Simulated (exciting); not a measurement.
A run of exciting (release sodium):

File input.xml:

```xml
<input>
  <title>Ru</title>
  <structure speciespath="./" tshift="false">
    <crystal scale="1">
      <basevect>5.113220948012 0.000000000000 0.000000000000</basevect>
      <basevect>-2.556610474006 4.428179236217 0.000000000000</basevect>
      <basevect>0.000000000000 0.000000000000 8.091618293035</basevect>
    </crystal>
    <species speciesfile="Ru.xml" rmt="2.3">
      <atom coord="0.672362000000 0.343846000000 0.745184000000"/>
      <atom coord="0.321574000000 0.680431000000 0.243667000000"/>
    </species>
  </structure>
  <groundstate do="fromscratch" ngridk="11 11 6" rgkmax="9" gmaxvr="14" lmaxapw="10" lmaxmat="10" lmaxvr="8" xctype="GGA_PBE" stype="Fermi Dirac" swidth="0.00183747" nempty="18" ValenceRelativity="iora*" epsengy="1e-05" epspot="1e-05" maxscl="60" tforce="true" outputlevel="normal"/>
  <properties>
    <chargedensityplot>
      <plot3d>
        <box grid="14 14 22">
          <origin coord="0 0 0"/>
          <point coord="1 0 0"/>
          <point coord="0 1 0"/>
          <point coord="0 0 1"/>
        </box>
      </plot3d>
    </chargedensityplot>
    <elfplot>
      <plot3d>
        <box grid="14 14 22">
          <origin coord="0 0 0"/>
          <point coord="1 0 0"/>
          <point coord="0 1 0"/>
          <point coord="0 0 1"/>
        </box>
      </plot3d>
    </elfplot>
    <exccplot>
      <plot3d>
        <box grid="14 14 22">
          <origin coord="0 0 0"/>
          <point coord="1 0 0"/>
          <point coord="0 1 0"/>
          <point coord="0 0 1"/>
        </box>
      </plot3d>
    </exccplot>
  </properties>
</input>
```

Potentials or basis: all-electron LAPW+lo, shipped species files, valence relativity iora*.

Run with:

```console
$ OMP_NUM_THREADS=1 exciting_smp
```

Hardware: 1 thread of Arm Neoverse V1, on a shared host.

Estimate the wall time of this run.

Wall time 19 min on 1 thread of Arm Neoverse V1, with other jobs on the host, peak memory 0.15 GiB. Counts: scf iterations 16, plane waves 196.
